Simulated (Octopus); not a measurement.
**CsBr under changes of volume**

One of the cells (40.468 Å³/atom); the others are scaled copies at fixed shape and fractional positions:

```
Cs Br
1.0
     4.32562    0.00000    0.00000
     0.00000    4.32562    0.00000
     0.00000    0.00000    4.32562
Cs Br
1 1
Direct
  0.00000 0.00000 0.00000
  0.50000 0.50000 0.50000
```

The cell comes from a database or a generator and needn't be the stable form of this composition.

| Quantity | Value |
| --- | --- |
| Program | Octopus 16.4 |
| Functional | PBEsol |
| Potentials or basis | pseudodojo_pbesol (PseudoDojo 0.4, PBEsol) |
| Grid spacing | 0.149 Å |
| k mesh | 6 × 6 × 6 |
| Occupations | fermi-dirac, width 0.05 eV |
| Spin | no spin polarisation |

```csv
volume (Å³/atom),energy over the lowest point (meV/atom),gap on the mesh (eV)
38.040,?,?
38.850,0.00,4.38
39.659,0.70,4.31
40.468,2.89,4.23
41.278,6.49,4.16
42.087,11.57,4.09
42.896,18.21,4.03
```

**Question.** What does the run at 38.040 Å³/atom give?

**Answer.** Energy over the lowest point 0.08 meV/atom; gap on the mesh 4.46 eV.

Worked out: A Birch-Murnaghan fit of order 3 (a polynomial in V^(-2/3)) to the other rows has its minimum at 38.82 Å³/atom, just outside them, with B0 = V·E''(V) = 12.7 GPa (rough, since the energies scatter). It gives 0.60 meV/atom at 38.040 Å³/atom, against the run's 0.08. A straight line through the other rows of the gap, of slope -3.58 eV per unit of ln V, extrapolates to 4.45 eV, against the run's 4.46.

Energies are extrapolated to zero smearing.

Caveats: spin-orbit coupling is left out, which moves the levels of the heavy elements.
